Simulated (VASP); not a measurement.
Computed with PBEsol GGA, VASP's PBE PAW potentials (set 64) (plane waves; VASP). Each cell was relaxed at this level, without spin-orbit coupling.

Task: Which of these comes out without a gap?
(A) ZrO2, P2_1/c (14)
(B) RuO2, P4_2/mnm (136)
(C) CsBr, Pm-3m (221)
(D) BeO, P6_3mc (186)

Result: B, RuO2, P4_2/mnm (136). The others have gaps of 7.48 eV (BeO, P6_3mc (186)), 3.58 eV (ZrO2, P2_1/c (14)), 4.42 eV (CsBr, Pm-3m (221)).
